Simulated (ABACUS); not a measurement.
## Li: relaxation of cell and atoms with HCTH407

The system is Li.

```
Li
1.0
    -1.75465    1.75465    1.75465
     1.75465   -1.75465    1.75465
     1.75465    1.75465   -1.75465
Li
1
Direct
  0.00000 0.00000 0.00000
```

- Program: ABACUS 3.10.1
- Task: relaxation of cell and atoms
- Functional: HCTH407
- Potentials or basis: PseudoDojo NC SR 0.5 PBE standard
- Cutoff: 1007 eV
- Density cutoff: 4027 eV
- Basis: plane waves
- k mesh: 9 × 9 × 9
- Occupations: fermi-dirac, width 0.05 eV
- Spin: no spin polarisation
- Max steps of the relaxation: 40
- Force threshold: 0.005 eV/Å
- Optimiser: cg
- Stress threshold: 0.2 kbar
- Radial cutoff of the potentials (pseudo_rcut): 10 bohr
- SCF threshold on the density: 1e-08
- Max SCF steps: 100
- Eigensolver: dav
- Mixing: broyden
- Mixing share: 0.7
- Symmetry key: 1
- Bands: 6

- Relaxed volume: 20.81 Å³/atom
- Relaxed cell: a = 3.001 Å, b = 3.001 Å, c = 3.001 Å, α = 109.47°, β = 109.47°, γ = 109.47°
- Space group after relaxing (to 0.05 Å): Im-3m (No. 229)
- Energy gained by relaxing: 1.3 meV/atom
- Ionic steps: 13
- Pressure after relaxing: 0.0 GPa
- Band gap on the k mesh: none (metal or under the smearing width)

The path:
```tsv
step	energy change (eV)	largest force (eV/Å)	pressure (GPa)	volume (Å³)
1	0.0000	0.0000	-0.51	21.61
2	-0.0006	0.0000	-0.38	21.39
3	-0.0013	0.0000	-0.10	20.95
4	-0.0013	0.0000	-0.09	20.94
5	-0.0013	0.0000	-0.07	20.90
6	-0.0013	0.0000	-0.07	20.90
7	-0.0013	0.0000	-0.06	20.88
8	-0.0013	0.0000	-0.06	20.88
9	-0.0013	0.0000	-0.05	20.86
10	-0.0013	0.0000	-0.04	20.85
11	-0.0013	0.0000	-0.03	20.83
12	-0.0013	0.0000	-0.02	20.83
13	-0.0013	0.0000	-0.01	20.81
```

Final structure:
```yaml
crystal:
  lattice:
    - [-1.73279, 1.73279, 1.73279]
    - [1.73279, -1.73279, 1.73279]
    - [1.73279, 1.73279, -1.73279]
  atoms:
    - { symbol: Li, position: [0.00000, 0.00000, 0.00000] }
```

Levels at points of the mesh, in eV from the Fermi level:
| k point | band 1 | band 2 | band 3 | band 4 | band 5 |
| --- | --- | --- | --- | --- | --- |
| (0.00, 0.00, 0.00) | -46.95 | -3.55 | 14.48 | 14.48 | 14.48 |

Run time: 15 s on 4 MPI ranks on AMD EPYC 7R43 64-Core Processor (Zen 3) (shared host), peak memory 0.32 GiB a rank.

Caveat: the potentials were made for another functional, which shifts forces and pressure.
